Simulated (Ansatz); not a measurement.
**BaS (zincblende): gap against strain (xy shear, engineering strain (angle))**

BaS (zincblende), relaxed with r2SCAN in the plane-wave code Ansatz, then strained (xy shear, engineering strain (angle); angles, axes as in the cell below) with the atoms relaxed again within the symmetry that is left. Space group F-43m (No. 216), cubic; conventional cell a = 7.039 Å, 43.59 Å³ an atom. Ba has 4 S at 3.05 Å; S has 4 Ba at 3.05 Å. Values at 0 K without nuclear motion; spin polarisation is off, and the phase may be a hypothetical one.

```xyz
2
Lattice="0.0000 3.5194 3.5194 3.5194 0.0000 3.5194 3.5194 3.5194 0.0000" Properties=species:S:1:pos:R:3 pbc="T T T"
Ba    0.0000    0.0000    0.0000
S     1.7597    1.7597    1.7597
```

Gaps are the least over each mesh (PBE 6×6×6, r2SCAN 6×6×6, HSE06 4×4×4 when unstrained) and the special points, which keep their unstrained names; stress is the change from the unstrained cell, compression positive.

```csv
strain (%),"gap, PBE (eV)","gap, r2SCAN (eV)","gap, HSE06 (eV)","edges, HSE06","xy stress, r2SCAN (GPa)","energy rise, r2SCAN (meV/atom)"
-2.04,2.744,3.066,3.639,X → Γ,+0.15,0.4
0.0,2.747,3.068,3.641,W → Γ,0.00,0.0
+3.9,2.733,3.055,3.627,X → Γ,-0.29,1.5
```

Task: Estimate the row for a strain of -0.54 %.

Result:
```csv
strain (%),"gap, PBE (eV)","gap, r2SCAN (eV)","gap, HSE06 (eV)","edges, HSE06","xy stress, r2SCAN (GPa)","energy rise, r2SCAN (meV/atom)"
-0.54,2.747,3.068,3.641,W → Γ,+0.03,0.0
```

With HSE06 the edges change from X → Γ (indirect) to W → Γ (indirect) between -2.04 and -0.54 %. With HSE06 the edges change from W → Γ (indirect) to X → Γ (indirect) between 0.0 and +3.9 %. With r2SCAN the edges change from X → Γ (indirect) to W → Γ (indirect) between -2.04 and -0.54 %. With r2SCAN the edges change from W → Γ (indirect) to X → Γ (indirect) between 0.0 and +3.9 %. With PBE the edges change from X → Γ (indirect) to W → Γ (indirect) between -2.04 and -0.54 %. With PBE the edges change from W → Γ (indirect) to X → Γ (indirect) between 0.0 and +3.9 %.

Spin-orbit coupling is left out.

The meshes of the hybrids are coarse, so their gaps aren't converged to the digits shown.
